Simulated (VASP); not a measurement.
A VASP 6.6.1 single-point calculation on Mg₂Ge

INCAR

```
SIGMA = 0.02
LCHARG = .FALSE.
EDIFF = 1E-7
ENCUT = 450
LWAVE = .FALSE.
ISIF = 2
NSW = 0
LREAL = .FALSE.
NBANDS = 16
LASPH = .TRUE.
ISMEAR = -1
ISYM = 3
NELM = 55
IBRION = -1
GGA = PE
PREC = Accurate
```

KPOINTS

```
KPOINTS created by Atomic Simulation Environment
0
Gamma
8 8 8
0 0 0
```

POSCAR

```
Ge Mg
 1.0000000000000000
     0.0000000000000000    3.2785942747000001    3.2785942747000001
     3.2785942747000001    0.0000000000000000    3.2785942747000001
     3.2785942747000001    3.2785942747000001    0.0000000000000000
 Ge  Mg
   1   2
Cartesian
  0.0000000000000000  0.0000000000000000  0.0000000000000000
  1.6392971373500000  1.6392971373500000  1.6392971373500000
  4.9178914120500004  4.9178914120500004  4.9178914120500004
```

The recommended PBE PAW datasets give the neutral cell 18 valence electrons.

Command

```
mpirun -np 1 vasp_std
```

Question: Predict the outcome of this run.

Answer: VASP stopped with an error.

OSZICAR

```
N       E                     dE             d eps       ncg     rms          rms(c)
DAV:   1     0.803781852112E+02    0.80378E+02   -0.81962E+03   968   0.163E+03
DAV:   2     0.165105319682E+01   -0.78727E+02   -0.75686E+02  1000   0.367E+02
DAV:   3    -0.851740492063E+01   -0.10168E+02   -0.10136E+02  1176   0.852E+01
DAV:   4    -0.879293977336E+01   -0.27553E+00   -0.27550E+00  1088   0.146E+01
DAV:   5    -0.879899848441E+01   -0.60587E-02   -0.60586E-02  1248   0.233E+00
```

Standard output (part)

```
POSCAR found type information on POSCAR GeMg
 POSCAR found :  2 types and       3 ions
 LDA part: xc-table for (Slater+PW92), standard interpolation
 POSCAR, INCAR and KPOINTS ok, starting setup
 WAVECAR not read
 entering main loop
|                     _     ____    _    _    _____     _                     |
|                    | |   | |_) | | |  | | | |  __    | |                    |
|                    |_|   |  _ <  | |  | | | | |_ |   |_|                    |
|                     _    | |_) | | |__| | | |__| |    _                     |
|     internal error in CHECK_FULL_KPOINTS: KPOINTS_FULL not properly         |
|     initialised                                                             |
|     If you are not a developer, you should not encounter this problem.      |
|     Please submit a bug report.                                             |
```
